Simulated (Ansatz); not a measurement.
P: equation of state with PBE

Crystal: P.

```
CELL_PARAMETERS angstrom
1.64774 -5.46504 0.00000
1.64774 5.46504 0.00000
0.00000 0.00000 4.54364
ATOMIC_POSITIONS crystal
P 0.90414 0.09586 0.58882
P 0.09586 0.90414 0.41118
P 0.59586 0.40414 0.08882
P 0.40414 0.59586 0.91118
```

```json
{
 "Program": "Ansatz 0.2.0",
 "Task": "equation of state",
 "Functional": "PBE",
 "Potentials or basis": "PseudoDojo stringent",
 "Cutoff": "599 eV",
 "Density cutoff": "2395 eV",
 "k mesh": "8 × 8 × 6",
 "Occupations": "fermi-dirac, width 0.05 eV",
 "Spin": "no spin polarisation"
}
```

The equilibrium volume is 21.04 Å³/atom, the bulk modulus at fixed shape and positions is 69 GPa and the pressure derivative of the bulk modulus is 4.3.

Energy against volume, from the lowest point:
```
volume (Å³/atom)  energy (meV/atom)
          19.230              39.15
          19.639              22.48
          20.049              10.72
          20.458               3.37
          20.867               0.00
          21.276               0.22
          21.685               3.67
```

All runs of the series together: 110 s on 2 threads of Intel(R) Xeon(R) Processor @ 2.50GHz (Skylake/Cascade Lake), on a shared host.

Caveat: the cell was scaled at fixed shape and fractional positions, which overstates the stiffness of a crystal with free parameters, most of all of layers and chains.
